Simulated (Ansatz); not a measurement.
GeSe — electric field gradients

The cell is a COD entry, its atoms then relaxed with PBE in this cell.

```
Ge Se
1.0
    10.79000    0.00000    0.00000
     0.00000    3.82000    0.00000
     0.00000    0.00000    4.38000
Ge Se
4 4
Cartesian
  1.2852 2.8650 3.8879
  6.6802 2.8650 2.6821
  4.1098 0.9550 1.6979
  9.5048 0.9550 0.4921
  9.2232 2.8650 2.2087
  3.8282 2.8650 -0.0187
  6.9618 0.9550 4.3987
  1.5668 0.9550 2.1713
```

Atoms are numbered from 1 in the order listed; like atoms form one site, named after its first atom.

Level of theory: DFT, PBE, plane waves and PAW (field gradients read without the response of the frozen cores, which leaves them typically 4 to 6 % off), scalar-relativistic, 420 eV cutoff, Γ-centred 3×7×6 k-points, Fermi–Dirac smearing 0.02 eV (Ansatz 0.2.0).

C_Q = eQV_zz/h, which is 24.18 MHz for Q = 1 b and V_zz = 10²¹ V/m²; η = (V_xx − V_yy)/V_zz. Directions are in the Cartesian axes of the cell vectors above, for the atom listed; none is given where the gradient is under 0.02 or η is above 0.95.

```tsv
site	first atom	first shell	V_zz (10²¹ V/m²)	η	direction of V_zz (x, y, z)
Ge	1	3 Se at 2.58–2.59 Å; also 3 Se at 3.29–3.31 Å	-5.72	0.35	0.78 0.00 -0.62
Se	5	3 Ge at 2.58–2.59 Å; also 3 Ge at 3.29–3.31 Å	-8.28	0.08	0.80 0.00 0.60
```

At Ge V_zz stands upright on the plane through its three neighbours (within 8°).

The relaxation (7 steps) took 40 s of wall time (40 s of CPU time) and 0.71 GiB at its peak, on 1 thread of AMD EPYC 9R45 (Zen 5) (x86_64; 16 cores open to the job, memory cap 3.0 GiB, no GPU), a shared host with a load of 0.1 a core.
